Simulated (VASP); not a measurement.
# KF: single point with PBE

Crystal: KF.

```
K F
1.0
     0.00000    2.71054    2.30396
     2.71054    0.00000    2.30396
     2.71054    2.71054    0.00000
K F
1 1
Direct
  0.00000 0.00000 0.00000
  0.50000 0.50000 0.50000
```

The cell isn't the ideal one: normal strain along x +0.0000, normal strain along z -0.1500.

- Program: VASP 6.6.1
- Task: single point
- Functional: PBE
- Potentials or basis: VASP PAW PBE potentials, release 64 (K_sv, F)
- Cutoff: 520 eV
- k mesh: 8 × 8 × 8
- Occupations: gaussian, width 0.05 eV
- Spin: no spin polarisation
- Dipole correction: no
- Further INCAR settings: ALGO = Normal; EDIFF = 1e-06; NBANDS = 15

```
Pressure               : 11.2 GPa
Band gap on the k mesh : 6.16 eV, indirect (least direct gap 6.18 eV)
```

Stress tensor (GPa, compression positive):
```
 3.01  0.00  0.00
 0.00  3.01  0.00
 0.00  0.00 27.50
```

Levels at points of the mesh, in eV from the valence-band top:
```tsv
k point	band 6	band 7	band 8	band 9	band 10	band 11
(0.00, 0.00, 0.00)	-0.61	-0.61	-0.02	6.16	10.37	10.37
(0.50, 0.00, 0.00)	-1.43	-1.02	-0.98	9.04	10.97	11.77
(0.50, 0.50, 0.00)	-0.62	-0.62	-0.02	7.42	10.88	13.30
(0.50, 0.00, 0.50)	-0.75	-0.65	0.00	8.19	10.40	11.75
```

Run time: 25 s on 1 thread of Intel(R) Xeon(R) Platinum 8375C CPU @ 2.90GHz (Ice Lake), with other jobs on the host, peak memory 0.17 GiB.

A k mesh can miss the band edges.
